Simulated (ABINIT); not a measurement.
Runs of ABINIT 10.8.3 (patched build) on CoO. It takes space group R3m (No. 160, trigonal). Conventional cell: a = 3.204 Å, b = 3.204 Å, c = 7.699 Å, α = 90.00°, β = 90.00°, γ = 120.00°. Co (site symmetry 3m) has 4 O at 1.91 to 1.96 Å as nearest neighbours. Around O (site symmetry 3m) lie 4 Co at 1.91 to 1.96 Å. Measurements of this composition are mostly on another form, of space group No. 225.

```csv
task,level,U,cutoff (eV),double counting (usepawu),k mesh for the DOS,fine-grid cutoff,mesh quality,gap on the mesh (eV),pressure (GPa),moment (μB),largest force (eV/Å)
projected density of states,LDA+U,Co d U = 2 eV,707,1,8 × 8 × 8,1306.15 eV,coarse,none,-7.9,(c),0.31
band structure,WC,-,844,-,-,1442.2 eV,coarse,none,-8.0,2.72,0.24
projected density of states,LDA+U,Co d U = 4 eV,707,1,8 × 8 × 8,1306.15 eV,not flagged,0.34,0.5,3.00,0.39
projected density of states,LDA+U,Co d U = 6 eV,707,1,8 × 8 × 8,1306.15 eV,coarse,none,1.7,(a),(b)
projected density of states,LDA+U,Co d U = 0 eV,707,1,8 × 8 × 8,1306.15 eV,coarse,none,-15.4,2.65,0.20
```

Alike in all rows: potentials or basis JTH PAW PBE v2.0; spin collinear, ferromagnetic start; cell as given; k mesh 6 × 6 × 6; smearing fermi-dirac 0.05 eV.

Q: Estimate the missing entries.

A: (a) 3.01; (b) 0.33; (c) 2.86.

Caveats: some runs use coarse meshes; the PAW data sets were made with another functional, which shifts forces and pressure a little; a cell with one magnetic atom can't hold antiferromagnetic order, which such compounds often take; semilocal functionals often make such compounds metallic where correlation or magnetic order opens a gap, which also shifts bond lengths (some runs).

A k mesh can miss the band edges.

A gap of «none» marks a metal or a gap under the smearing width.
